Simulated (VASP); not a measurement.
# Nb (Im-3m) in VASP: a series of runs

Aim: see how the results for Nb move with the level of theory and the settings. Levels: PBEsol, LDA. Tasks: relaxation of cell and atoms.

All numbers are computed with VASP 6.6.1; they aren't measurements. Logs are shortened: lines on timing, memory, paths and dates and some standing lists are left out, and cuts for length are marked.

### 1 The crystal as given

The structure is cubic, space group Im-3m (No. 229). Conventional cell: a = 3.328 Å, b = 3.328 Å, c = 3.328 Å, α = 90.00°, β = 90.00°, γ = 90.00°. Around Nb (site symmetry m-3m) lie 8 Nb at 2.88 Å.

### 2 Relaxation of cell and atoms, PBEsol

INCAR reads:

```
SYSTEM = Nb
PREC = Accurate
ENCUT = 600
EDIFF = 1E-6
ISMEAR = 1
SIGMA = 0.1
LREAL = .False.
LASPH = .True.
NELM = 80
ALGO = Normal
ISIF = 3
LWAVE = .False.
LCHARG = .False.
GGA = PS
IBRION = 2
NSW = 90
EDIFFG = -0.01
```

KPOINTS reads:

```
regular mesh
0
Gamma
  16 16 16
  0 0 0
```

POSCAR reads:

```
Nb
1.0
   -1.6639500000      1.6639500000      1.6639500000
    1.6639500000     -1.6639500000      1.6639500000
    1.6639500000      1.6639500000     -1.6639500000
Nb
1
Direct
    0.0000000000      0.0000000000      0.0000000000
```

Potentials or basis: VASP PAW PBE potentials, release 64 (Nb_sv).

Command:

```
$ cat potpaw_PBE.64/Nb_sv/POTCAR > POTCAR
$ mpirun -np 1 vasp_std > vasp.out
```

OUTCAR:

```text
SYSTEM = Nb
   PREC = Accurate
   ENCUT = 600
   EDIFF = 1E-6
   ISMEAR = 1
   LREAL = .False.
   LASPH = .True.
   NELM = 80
   ISIF = 3
   GGA = PS
   IBRION = 2
   NSW = 90
   EDIFFG = -0.01

 ion  position               nearest neighbor table
   1  0.000  0.000  0.000-

  LATTYP: Found a body centered cubic cell.
 ALAT       =     3.3279000000

  Lattice vectors:

 A1 = (  -1.6639500000,   1.6639500000,   1.6639500000)
 A2 = (   1.6639500000,  -1.6639500000,   1.6639500000)
 A3 = (   1.6639500000,   1.6639500000,  -1.6639500000)

Analysis of symmetry for initial positions (statically):
=====================================================================
 Subroutine PRICEL returns:
 Original cell was already a primitive cell.

 Routine SETGRP: Setting up the symmetry group for a
 body centered cubic supercell.

 Subroutine GETGRP returns: Found 48 space group operations
 (whereof 48 operations were pure point group operations)
 out of a pool of 48 trial point group operations.

The static configuration has the point symmetry O_h .

Analysis of symmetry for dynamics (positions and initial velocities):
=====================================================================
 Subroutine PRICEL returns:
 Original cell was already a primitive cell.

 Routine SETGRP: Setting up the symmetry group for a
 body centered cubic supercell.

 Subroutine GETGRP returns: Found 48 space group operations
 (whereof 48 operations were pure point group operations)
 out of a pool of 48 trial point group operations.

The dynamic configuration has the point symmetry O_h .

 Subroutine INISYM returns: Found 48 space group operations
 (whereof 48 operations are pure point group operations),
 and found     1 'primitive' translations

----------------------------------------------------------------------------------------

                                     Primitive cell

  volume of cell :      18.4281

  direct lattice vectors                    reciprocal lattice vectors
    -1.663950000  1.663950000  1.663950000     0.000000000  0.300489798  0.300489798
     1.663950000 -1.663950000  1.663950000     0.300489798  0.000000000  0.300489798
     1.663950000  1.663950000 -1.663950000     0.300489798  0.300489798  0.000000000

  length of vectors
     2.882045941  2.882045941  2.882045941     0.424956748  0.424956748  0.424956748

  position of ions in fractional coordinates (direct lattice)
     0.000000000  0.000000000  0.000000000

  ion indices of the primitive-cell ions
   primitive index   ion index
                 1           1

----------------------------------------------------------------------------------------

 KPOINTS: regular mesh

Automatic generation of k-mesh.
 Grid dimensions read from file:
 generate k-points for:   16   16   16

 Generating k-lattice:

  Cartesian coordinates                     Fractional coordinates (reciprocal lattice)
     0.000000000  0.018780612  0.018780612     0.062500000  0.000000000  0.000000000
     0.018780612  0.000000000  0.018780612     0.000000000  0.062500000  0.000000000
     0.018780612  0.018780612  0.000000000     0.000000000  0.000000000  0.062500000

  Length of vectors
     0.026559797  0.026559797  0.026559797

  Shift w.r.t. Gamma in fractional coordinates (k-lattice)
     0.000000000  0.000000000  0.000000000

 Subroutine IBZKPT returns following result:
 ===========================================

 Found    145 irreducible k-points:

 Following reciprocal coordinates:
            Coordinates               Weight
  0.000000  0.000000  0.000000      1.000000
  0.062500  0.000000  0.000000     12.000000
  0.125000  0.000000  0.000000     12.000000
  0.187500  0.000000  0.000000     12.000000
  0.250000  0.000000  0.000000     12.000000
  0.312500  0.000000  0.000000     12.000000
[... 16 lines left out ...]
  0.187500  0.187500  0.000000     24.000000
  0.250000  0.187500  0.000000     48.000000
 [... further k-points ...]
   k-points           NKPTS =    145   k-points in BZ     NKDIM =    145   number of bands    NBANDS=     10
   number of dos      NEDOS =    301   number of ions     NIONS =      1
   total plane-waves  NPLWV =  13824
   dimension x,y,z NGX =    24 NGY =   24 NGZ =   24
   dimension x,y,z NGXF=    48 NGYF=   48 NGZF=   48
   ions per type =               1
   NGX,Y,Z   is equivalent  to a cutoff of  13.84, 13.84, 13.84 a.u.
   NGXF,Y,Z  is equivalent  to a cutoff of  27.69, 27.69, 27.69 a.u.
 SYSTEM =  Nb
   PREC   = accura    normal or accurate (medium, high low for compatibility)
   ISTART =      0    job   : 0-new  1-cont  2-samecut
   ICHARG =      2    charge: 1-file 2-atom 10-const
   ISPIN  =      1    spin polarized calculation?
   LNONCOLLINEAR =      F non collinear calculations
   LSORBIT =      F    spin-orbit coupling
   LASPH  =      T    aspherical Exc in radial PAW
   ENCUT  =  600.0 eV  44.10 Ry    6.64 a.u.   5.76  5.76  5.76*2*pi/ulx,y,z
   NELM   =     80;   NELMIN=  2; NELMDL= -5     # of ELM steps
   EDIFF  = 0.1E-05   stopping-criterion for ELM
   LREAL  =      F    real-space projection
   EDIFFG = -.1E-01   stopping-criterion for IOM
   NSW    =     90    number of steps for IOM
   IBRION =      2    ionic relax: 0-MD 1-quasi-New 2-CG
   NFREE  =      1    steps in history (QN), initial steepest desc. (CG)
   ISIF   =      3    stress and relaxation
   ISYM   =      2    0-nonsym 1-usesym 2-fastsym
   POTIM  = 0.5000    time-step for ionic-motion
   TEBEG  =    0.0;   TEEND  =   0.0 temperature during run
   PSTRESS=    0.0 pullay stress
   NELECT =      13.0000    total number of electrons
   NUPDOWN=      -1.0000    fix difference up-down
   EMIN   =  10.00;   EMAX   =-10.00  energy-range for DOS
   EFERMI =   0.00;   METHOD = LEGACY
   ISMEAR =     1;   SIGMA  =   0.10  broadening in eV -4-tet -1-fermi 0-gaus
   EFERMI_NEDOS =   21; number of points for ismear=-14 and -15
   IALGO  =     38    algorithm
   IMIX   =      4    mixing-type and parameters
     AMIX     =   0.40;   BMIX     =  1.00
     AMIX_MAG =   1.60;   BMIX_MAG =  1.00
  volume/ion in A,a.u.               =      18.43       124.36
  Fermi-wavevector in a.u.,A,eV,Ry     =   1.457345  2.753983 28.896790  2.123854
  Thomas-Fermi vector in A             =   2.574157
   LORBIT       =      0    0 simple, 1 ext, 2 COOP (PROOUT), +10 PAW based schemes
   GGA     = PS    functional components
   LHFCALC =     F    Hartree Fock is set to
   AEXX    =    0.0000 exact exchange contribution
   IVDW    =     0    specifies the selected vdW correction
   LEPSILON=     F    determine dielectric tensor
   LRPA    =     F    only Hartree local field effects (RPA)
 conjugate gradient relaxation of ions
 non-spin polarized calculation
 Methfessel and Paxton  Order N= 1 SIGMA  =   0.10
  energy-cutoff  :      600.00
  volume of cell :       18.43
 maximum number of plane-waves:       630
   NGX = 11   NGY = 11   NGZ = 11

--------------------------------------- Ionic step        1  -------------------------------------------

 number of electron      12.9999999 magnetization

 Free energy of the ion-electron system (eV)
  ---------------------------------------------------
  ext. energy  EPLUGINS =         0.00000000
  ---------------------------------------------------
  free energy    TOTEN  =       -10.92726033 eV

  energy without entropy =      -10.92669906  energy(sigma->0) =      -10.92707324

------------------------ aborting loop because EDIFF is reached ----------------------------------------

  FORCE on cell =-STRESS in cart. coord.  units (eV):
  Direction    XX          YY          ZZ          XY          YZ          ZX
  --------------------------------------------------------------------------------------
  -------------------------------------------------------------------------------------
  Total       -1.0282721     -1.0282721     -1.0282721      0.0000000     -0.0000000     -0.0000000
  in kB      -89.4000626    -89.4000626    -89.4000626      0.0000000     -0.0000000     -0.0000000
  external PRESSURE =     -89.4000626 kB  Pullay stress =       0.0000000 kB
[... 90 lines left out ...]
  energy  without entropy=      -10.9552467550  energy(sigma->0) =      -10.95545913

--------------------------------------- Ionic step        4  -------------------------------------------

 number of electron      13.0000001 magnetization

 Free energy of the ion-electron system (eV)
  ---------------------------------------------------
  ext. energy  EPLUGINS =         0.00000000
  ---------------------------------------------------
  free energy    TOTEN  =       -10.95560989 eV

  energy without entropy =      -10.95532995  energy(sigma->0) =      -10.95551658

 E-fermi :  11.4834     XC(G=0): -12.7906

 val. band max:       11.4727560920   @ k =  -0.4375   0.5000   0.1875
 cond. band min:      11.4869807211   @ k =   0.1875   0.0000   0.0000
 fundamental gap:      0.0142246291
 Fermi energy:        11.4833561558

 k-point     1 :       0.0000    0.0000    0.0000
  band No.  band energies     occupation
      1     -42.7475      2.00000
      2     -17.9924      2.00000
      3     -17.9924      2.00000
      4     -17.9924      2.00000
      5       5.4523      2.00000
      6      11.8398     -0.00001
      7      11.8398     -0.00001
      8      11.8398     -0.00001
      9      14.8540      0.00000
     10      14.8540      0.00000
[... 287 lines left out ...]
 k-point    24 :       0.2500    0.1875    0.0000
  band No.  band energies     occupation
      1     -42.4999      2.00000
      2     -19.1762      2.00000
      3     -18.4810      2.00000
      4     -18.1239      2.00000
      5       8.6869      2.00000
      6      10.1222      2.00000
      7      11.0638      2.00000
      8      14.2649      0.00000
      9      15.6815      0.00000
     10      17.6532      0.00000

 [... further k-points ...]
[... 5 lines left out ...]
  --------------------------------------------------------------------------------------
  -------------------------------------------------------------------------------------
  Total       -0.0068246     -0.0068246     -0.0068246     -0.0000000     -0.0000000      0.0000000
  in kB       -0.6261947     -0.6261947     -0.6261947     -0.0000000     -0.0000000      0.0000000
  external PRESSURE =      -0.6261947 kB  Pullay stress =       0.0000000 kB
[... 16 lines left out ...]
  FREE ENERGIE OF THE ION-ELECTRON SYSTEM (eV)
  ---------------------------------------------------
  free  energy   TOTEN  =       -10.9556098853 eV

  energy  without entropy=      -10.9553299545  energy(sigma->0) =      -10.95551658

 reached required accuracy - stopping structural energy minimisation
```

Run time: 57 s. Hardware: 1 thread of Intel Xeon Platinum 8488C (Sapphire Rapids), shared host; peak memory 0.17 GiB.

Results:

```
Free energy                            : -10.9556 eV
Relaxed volume                         : 17.46 Å³/atom
Relaxed cell                           : a = 2.831 Å, b = 2.831 Å, c = 2.831 Å, α = 109.47°, β = 109.47°, γ = 109.47°
Space group after relaxing (to 0.05 Å) : Im-3m (No. 229)
Energy gained by relaxing              : 28.3 meV/atom
Ionic steps                            : 4
Pressure after relaxing                : -0.1 GPa
Band gap on the k mesh                 : none (metal or under the smearing width)
```

The path:
```csv
step,energy change (eV),largest force (eV/Å),pressure (GPa),volume (Å³)
1,0.0000,0.0000,-8.94,18.43
2,0.0778,0.0000,22.45,15.82
3,-0.0283,0.0000,-0.38,17.49
4,-0.0283,0.0000,-0.06,17.46
```

Final structure:
```
Nb
1.0
    -1.63433    1.63433    1.63433
     1.63433   -1.63433    1.63433
     1.63433    1.63433   -1.63433
Nb
1
Direct
  0.00000 0.00000 0.00000
```

Caveat: the PAW data sets were made with another functional, which shifts forces and pressure a little.

### 3 Relaxation of cell and atoms, PBEsol

This run uses another cell than the first one, of 17.46 Å³/atom, 0.948 times its volume.

INCAR: that of step 2 with these lines changed.

```diff
@@ -3,3 +3,3 @@
 ENCUT = 600
-EDIFF = 1E-6
+EDIFF = 1E-7
 ISMEAR = 1
@@ -16,2 +16,2 @@
 NSW = 90
-EDIFFG = -0.01
+EDIFFG = -0.005
```

KPOINTS is that of step 2.

POSCAR reads:

```
Nb                                      
1.0
   -1.6343279689      1.6343279689      1.6343279689
    1.6343279689     -1.6343279689      1.6343279689
    1.6343279689      1.6343279689     -1.6343279689
  Nb            
     1
Direct
     1.0000000000000000    0.0000000000000000    1.0000000000000000
```

Potentials or basis: VASP PAW PBE potentials, release 64 (Nb_sv).

Command:

```
$ cat potpaw_PBE.64/Nb_sv/POTCAR > POTCAR
$ mpirun -np 1 vasp_std > vasp.out
```

Wall time 34 s (1 thread of Intel Xeon Platinum 8488C (Sapphire Rapids), shared host); peak memory 0.17 GiB.

It converged, with:

| Property | Result |
| --- | --- |
| Free energy | -10.9551 eV |
| Relaxed volume | 17.46 Å³/atom |
| Relaxed cell | a = 2.830 Å, b = 2.830 Å, c = 2.830 Å, α = 109.47°, β = 109.47°, γ = 109.47° |
| Space group after relaxing (to 0.05 Å) | Im-3m (No. 229) |
| Energy gained by relaxing | 0.0 meV/atom |
| Ionic steps | 3 |
| Pressure after relaxing | 0.0 GPa |
| Band gap on the k mesh | none (metal or under the smearing width) |

Final structure:
```
Nb
1.0
    -1.63416    1.63416    1.63416
     1.63416   -1.63416    1.63416
     1.63416    1.63416   -1.63416
Nb
1
Direct
  0.00000 0.00000 0.00000
```

Levels at points of the mesh, in eV from the Fermi level:
```tsv
k point	band 2	band 3	band 4	band 5	band 6	band 7	band 8	band 9	band 10
(0.00, 0.00, 0.00)	-29.47	-29.47	-29.47	-6.03	0.36	0.36	0.36	3.37	3.37
(0.50, 0.00, 0.00)	-30.98	-29.95	-29.49	-3.87	-1.76	2.44	3.43	4.14	6.68
(0.50, 0.50, 0.50)	-30.50	-30.50	-30.50	-3.92	-3.92	5.86	5.86	5.86	9.32
```

Caveat: the PAW data sets were made with another functional, which shifts forces and pressure a little.

### 4 Relaxation of cell and atoms, LDA

INCAR reads:

```
SYSTEM = Nb
PREC = Accurate ; ENCUT = 600
EDIFF = 1E-6 ; ISMEAR = 1
SIGMA = 0.1 ; LREAL = .FALSE.
LASPH = .TRUE. ; NELM = 80
ALGO = Normal ; ISIF = 3
LWAVE = .FALSE. ; LCHARG = .FALSE.
GGA = CA ; IBRION = 2
NSW = 90 ; EDIFFG = -0.01
```

KPOINTS reads:

```
Automatic mesh
0
G
  16 16 16
  0 0 0
```

POSCAR reads:

```
Nb
1.0
   -1.6639500000      1.6639500000      1.6639500000
    1.6639500000     -1.6639500000      1.6639500000
    1.6639500000      1.6639500000     -1.6639500000
Nb
1
Direct
    0.0000000000      0.0000000000      0.0000000000
```

Potentials or basis: VASP PAW LDA potentials, release 64 (Nb_sv).

Command:

```
$ cat potpaw_LDA.64/Nb_sv/POTCAR > POTCAR
$ mpirun -np 1 vasp_std > vasp.out
```

Run time: 39 s. Hardware: 1 thread of Intel Xeon 6975P-C (Granite Rapids), shared host; peak memory 0.16 GiB.

Results (log left out):

```
Free energy                            : -11.2600 eV
Relaxed volume                         : 17.11 Å³/atom
Relaxed cell                           : a = 2.811 Å, b = 2.811 Å, c = 2.811 Å, α = 109.47°, β = 109.47°, γ = 109.47°
Space group after relaxing (to 0.05 Å) : Im-3m (No. 229)
Energy gained by relaxing              : 55.5 meV/atom
Ionic steps                            : 7
Pressure after relaxing                : 0.0 GPa
Band gap on the k mesh                 : none (metal or under the smearing width)
```

Step by step:
| step | energy change (eV) | largest force (eV/Å) | pressure (GPa) | volume (Å³) |
| --- | --- | --- | --- | --- |
| 1 | 0.0000 | 0.0000 | -12.60 | 18.43 |
| 2 | 0.1778 | 0.0000 | 36.22 | 14.83 |
| 3 | -0.0553 | 0.0000 | -0.79 | 17.18 |
| 4 | -0.0555 | 0.0000 | -0.15 | 17.12 |
| 5 | -0.0555 | 0.0000 | 0.15 | 17.09 |
| 6 | -0.0555 | 0.0000 | -0.24 | 17.13 |
| 7 | -0.0555 | 0.0000 | -0.01 | 17.11 |

Final structure:
```cif
data_structure
_symmetry_space_group_name_H-M 'P 1'
_symmetry_Int_Tables_number 1
_cell_length_a 2.8114
_cell_length_b 2.8114
_cell_length_c 2.8114
_cell_angle_alpha 109.471
_cell_angle_beta 109.471
_cell_angle_gamma 109.471
_cell_volume 17.11
loop_
_atom_site_label
_atom_site_type_symbol
_atom_site_fract_x
_atom_site_fract_y
_atom_site_fract_z
_atom_site_occupancy
Nb1 Nb 0.00000 0.00000 0.00000 1
```

Levels at points of the mesh, in eV from the Fermi level:
```tsv
k point	band 4	band 5	band 6	band 7	band 8	band 9
(0.00, 0.00, 0.00)	-29.32	-5.99	0.34	0.34	0.34	3.42
(0.50, 0.00, 0.00)	-29.34	-3.94	-1.82	2.63	3.48	4.20
(0.50, 0.50, 0.50)	-30.42	-4.03	-4.03	6.00	6.00	6.00
```
